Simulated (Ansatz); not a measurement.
# MgZn2O3: the cost of one run

Computed with Ansatz 0.2.0 (DFT PBE, scalar-relativistic, plane waves, PAW, unless a step's input says otherwise).

### Step 1. The structure to begin with

It takes space group P6mm (No. 183, hexagonal). Conventional cell: a = 4.336 Å, b = 4.336 Å, c = 5.068 Å, α = 90.00°, β = 90.00°, γ = 120.00°. Mg (site symmetry 6mm) is surrounded by 7 O at 2.20 to 2.64 Å. Zn (site symmetry 3m) is surrounded by 5 O at 2.45 to 2.62 Å and 3 Zn at 2.50 Å. O (site symmetry 6mm) is surrounded by 1 Mg at 2.20 Å and 6 Zn at 2.54 Å. O (site symmetry 3m) is surrounded by 2 Zn at 2.45 to 2.62 Å and 3 O at 2.50 Å and 3 Mg at 2.64 Å.

Coordinates:

```xyz
6
Lattice="4.3363 0.0000 0.0000 -2.1682 3.7554 0.0000 0.0000 0.0000 5.0683" Properties=species:S:1:pos:R:3 pbc="T T T"
Mg    0.0000    0.0000    4.8664
Zn    0.0000    2.5036    1.5729
Zn    2.1682    1.2518    1.5729
O     0.0000    0.0000    2.0016
O     0.0000    2.5036    4.0246
O     2.1682    1.2518    4.0246
```

The cell is invented: random cell by space group and Wyckoff sites (P6mm, No. 183). Lengths come from tabulated atomic sizes and are only a guess.

### Step 2. The guess as it stands, on a coarse mesh

Contents of input.yaml:

```yaml
crystal:
  lattice:
    - [4.33631792, 0.0, 0.0]
    - [-2.16815896, 3.75536148, 0.0]
    - [0.0, 0.0, 5.06826596]
  atoms:
    - { symbol: Mg, position: [0.0, 0.0, 0.96017363] }
    - { symbol: Zn, position: [0.33333333, 0.66666667, 0.31034068] }
    - { symbol: Zn, position: [0.66666667, 0.33333333, 0.31034068] }
    - { symbol: O, position: [0.0, 0.0, 0.39492108] }
    - { symbol: O, position: [0.33333333, 0.66666667, 0.79408483] }
    - { symbol: O, position: [0.66666667, 0.33333333, 0.79408483] }
basis:
  ecutwfc: 420
kpoints:
  mp_grid: { grid: [6, 6, 4] }
hamiltonian:
  xc: pbe
scf:
  occupations: { method: gaussian, width: 0.1 }
  lower_state_search: "off"
output:
  forces: true
  stress: true
  eigenvalues: true
```

On the command line:

```bash
> ansatz run input.yaml --threads 1 --pin off --max-ram 2560MiB --backend cpu --events-out ev --progress --plain --runs-dir out
```

**Question.** How long does this run take on 1 thread of AMD EPYC 7R43 (Zen 3), shared host, and how much memory does it need?

About 7.2 s, with a peak of 0.38 GiB.
